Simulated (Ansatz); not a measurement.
# Co: the order of phases at one pressure

Aim: bring Co in several structures (hcp, omega, sc, simple hexagonal) to one pressure and rank them by enthalpy. The pressure is set by scaling the first phase. The runs shown use LAPW. Companion runs by PAW are cited.

Method: DFT, PBE, all-electron LAPW, scalar-relativistic, in Ansatz 0.2.0.

## Step 1: The structure to begin with

Symmetry: P6_3/mmc, No. 194, hexagonal system. The conventional cell has a = 2.217 Å, b = 2.217 Å, c = 3.584 Å, α = 90.00°, β = 90.00°, γ = 120.00°. Co (site symmetry -6m2) is surrounded by 12 Co at 2.20 to 2.22 Å.

Structure file:

```xyz
2
Lattice="2.2171 0.0000 0.0000 -1.1085 1.9200 0.0000 0.0000 0.0000 3.5837" Properties=species:S:1:pos:R:3 pbc="T T T"
Co    0.0000    1.2800    0.8959
Co    1.1085    0.6400    2.6878
```

Atoms are numbered in the order of the input: Co1, Co2.

## Step 2: Hcp relaxed under pressure, LAPW

Contents of input.yaml:

```yaml
crystal:
  lattice:
    - [2.2170719051, 0.0, 0.0]
    - [-1.1085359526, 1.9200405918, 0.0]
    - [0.0, 0.0, 3.5836856846]
  atoms:
    - { symbol: Co, position: [0.3333333333, 0.6666666667, 0.25], spin: 1.7 }
    - { symbol: Co, position: [0.6666666667, 0.3333333333, 0.75], spin: 1.7 }
magnetization:
  spin_polarized: true
kpoints:
  mp_grid: { grid: [20, 20, 11] }
scf:
  occupations: { method: fermi_dirac, width: 0.1 }
hamiltonian:
  xc: pbe
  pseudopotentials: { kind: all_electron, lapw: { basis_error: 0.0005 } }
output:
  forces: true
  stress: true
  eigenvalues: true
relax:
  f_tol: 0.005
  max_steps: 12
  cell: { p_target: 160.0, stress_tol: 0.08 }
```

Run with:

```bash
$ ansatz run input.yaml --threads 2 --pin off --max-ram 7168MiB --backend cpu --events-out ev --progress --plain --runs-dir out
```

Further steps of the session: Omega relaxed under pressure, LAPW; Sc relaxed under pressure, LAPW; Simple hexagonal relaxed under pressure, LAPW.

What does the calculation give? Wanted: pressure; lowest (for each run or level that gives them).

The runs gave:

| quantity | value |
| --- | --- |
| pressure | 160 GPa |
| lowest (LAPW) | hcp, 230.6 meV/atom under omega |
| lowest (PAW) | hcp, 233.1 meV/atom under omega |

What this shows: By LAPW the order is hcp < omega < simple hexagonal < sc. By PAW the order is hcp < omega < simple hexagonal < sc. The methods agree on the lowest phase. Only these structures were tried, with electrons smeared by 0.1 eV and without vibrations, so the true ground state may be another. The k meshes differ between phases and weren't tested, which can move differences by some meV. Other magnetic orders may lie lower; this is the state that the run reached.
